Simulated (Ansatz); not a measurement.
# Al2Cu: relaxation of cell and atoms with PBEsol

Crystal: Al2Cu.

```xyz
3
Lattice="-2.0303 2.0303 2.8511 2.0303 -2.0303 2.8511 2.0303 2.0303 -2.8511" Properties=species:S:1:pos:R:3 pbc="T T T"
Cu    0.0000    0.0000    2.8511
Al    2.0303    0.0000    1.4255
Al    0.0000    2.0303    1.4255
```

The cell comes from a database or a generator and needn't be the stable form of this composition.

| Property | Result |
| --- | --- |
| Program | Ansatz 0.2.0 |
| Task | relaxation of cell and atoms |
| Functional | PBEsol |
| Potentials or basis | all-electron LAPW, scalar-relativistic |
| Basis error allowed | 0.002 eV/atom |
| k mesh | 9 × 9 × 9 |
| Occupations | fermi-dirac, width 0.05 eV |
| Spin | no spin polarisation |
| Target pressure | 10 GPa |

The relaxed volume is 14.44 Å³/atom and the relaxed cell is a = 3.942 Å, b = 3.942 Å, c = 3.942 Å, α = 119.98°, β = 119.98°, γ = 90.04°. The space group after relaxing (to 0.05 Å) is Fm-3m (No. 225). The energy change on relaxing (the enthalpy is what falls) is +35.1 meV/atom, the ionic steps are 7 and the pressure after relaxing is 10.0 GPa.

Step by step:
```tsv
step	energy change (eV)	largest force (eV/Å)	volume (Å³)
1	0.0000	0.0000	47.01
2	0.0713	0.0000	43.94
3	0.1105	0.0000	43.25
4	0.1054	0.0000	43.33
5	0.1052	0.0000	43.33
6	0.1053	0.0000	43.33
7	0.1053	0.0000	43.33
```

Final structure:
```xyz
3
Lattice="-1.9717 1.9717 2.7866 1.9717 -1.9717 2.7866 1.9717 1.9717 -2.7866" Properties=species:S:1:pos:R:3 pbc="T T T"
Cu    0.0000    0.0000    2.7866
Al    1.9717    0.0000    1.3933
Al    0.0000    1.9717    1.3933
```

It took 41 s on 2 threads of Arm Neoverse V2, with other jobs on the host, peak memory 0.46 GiB.
